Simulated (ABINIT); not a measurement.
Runs of ABINIT 10.8.3 (patched build) on ZrC. Symmetry: Fm-3m, No. 225, cubic system. The conventional cell has a = 4.730 Å, b = 4.730 Å, c = 4.730 Å, α = 90.00°, β = 90.00°, γ = 90.00°. Zr (site symmetry m-3m) is surrounded by 6 C at 2.37 Å. Around C (site symmetry m-3m) lie 6 Zr at 2.37 Å. 

| task | level | potentials or basis | spin | k mesh | cutoff (eV) | fine-grid cutoff | dispersion computed by | gap on the mesh (eV) | pressure (GPa) | V0 of scaled cells (Å³/atom) | B0 (GPa) |
| --- | --- | --- | --- | --- | --- | --- | --- | --- | --- | --- | --- |
| equation of state | LDA | JTH PAW LDA v2.0 | off | 10 × 10 × 10 | 544 | 1088.46 eV | - | - | - | 12.50 | 247 |
| equation of state | HCTH407 | JTH PAW PBE v2.0 | off | 10 × 10 × 10 | 544 | 1088.46 eV | - | - | - | 12.84 | 215 |
| equation of state | rPW86PBE | JTH PAW PBE v2.0 | off | 10 × 10 × 10 | 544 | 1088.46 eV | - | - | - | 13.47 | 209 |
| band structure | SOGGA | JTH PAW PBE v2.0 | off | 10 × 10 × 10 | 544 | 1088.46 eV | - | none | -10.2 | - | - |
| band structure | AM05 | JTH PAW PBE v2.0 | SOC, no magnetisation | 10 × 10 × 10 | 544 | 1088.46 eV | - | none | -9.4 | - | - |
| single point | r2SCAN | JTH PAW PBE v2.0 | off | 8 × 8 × 8 | 653 | 1251.72 eV | - | none | -1.4 | - | - |
| band structure | PW91 | JTH PAW PBE v2.0 | SOC, no magnetisation | 10 × 10 × 10 | 544 | 1088.46 eV | - | none | -3.2 | - | - |
| band structure | rPW86PBE | JTH PAW PBE v2.0 | SOC, no magnetisation | 10 × 10 × 10 | 544 | 1088.46 eV | - | none | (a) | - | - |
| equation of state | revPBE+D4 | JTH PAW PBE v2.0 | off | 10 × 10 × 10 | 544 | 1088.46 eV | dftd4 4.3.1 | - | - | 12.82 | 228 |
| equation of state | BP86+D3 | JTH PAW PBE v2.0 | off | 10 × 10 × 10 | 544 | 1088.46 eV | - | - | - | (b) | 239 |
| equation of state | revPBE | JTH PAW PBE v2.0 | off | 10 × 10 × 10 | 544 | 1088.46 eV | - | - | - | 13.19 | 215 |

Alike in all rows: cell as given; smearing fermi-dirac 0.05 eV.

Estimate the missing entries.

(a) 4.0; (b) 12.62.

Caveats: the PAW data sets were made with another functional, which shifts forces and pressure a little (some runs); pressures at fixed basis lie under the slope of the energies (some runs).

A k mesh can miss the band edges, and rows without SOC leave out spin-orbit coupling on Zr.

A gap of «none» marks a metal or a gap under the smearing width.

Runs at the PBE level aren't shown here.
